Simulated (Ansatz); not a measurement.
# TaN (P-6m2), comparing deformations

Theory: DFT r2SCAN, scalar-relativistic, plane waves, PAW (Ansatz 0.2.0). Cutoff 500 eV, Γ-centred 18×18×16 k-points, Gaussian smearing of 0.15 eV. Spin–orbit coupling is left out, which can shift energies with elements as heavy as these. No spin polarisation. Energies are free energies at this smearing, counted from the undisturbed cell; pressure is positive in compression.

The starting cell (as given, not relaxed at this level; it stands at -0.2 GPa; this form isn't the usual structure):

```
Ta N
1.0
     2.93800    0.00000    0.00000
    -1.46900    2.54438    0.00000
     0.00000    0.00000    2.88300
Ta N
1 1
Direct
  0.33333 0.66667 0.50000
  0.00000 0.00000 0.00000
```

The cell is strained by ε times a Voigt pattern (xx, yy, zz, yz, xz, xy; engineering shear) with fractional coordinates fixed. τ = (1/V0) dE/dε comes from the stress tensor. Of each scan, only the three points used here are listed.

```
            pattern        ε  τ (GPa)
 (0, 1, 0, 0, 0, 0)  -0.0150   -10.18
 (0, 1, 0, 0, 0, 0)   0.0000     0.49
 (0, 1, 0, 0, 0, 0)   0.0150    10.19
(1, -1, 0, 0, 0, 0)  -0.0100    -9.51
(1, -1, 0, 0, 0, 0)   0.0000     0.00
(1, -1, 0, 0, 0, 0)   0.0100     9.32
```

Which constants do the scans give, and which deformation costs least for the same size of strain tensor?

The slope dτ/dε at zero (parabola through three points) is pᵀCp: (0, 1, 0, 0, 0, 0) gives C22 = 679 GPa; (1, -1, 0, 0, 0, 0) gives C11 + C22 − 2 C12 = 942 GPa. The size of the strain tensor, ε:ε, is ε² times 1.0, 2.0. Per unit of it the stiffnesses are 679, 471 GPa, so (1, -1, 0, 0, 0, 0) is the softest of these: at ε:ε = (1 %)² the quadratic term costs 1.58 meV/atom against 2.28 for the stiffest. These are clamped-ion values.

Forces appear on the atoms along this scan, and letting them relax would lower the energy and soften the response. In a metal these slopes depend on the k mesh and the smearing.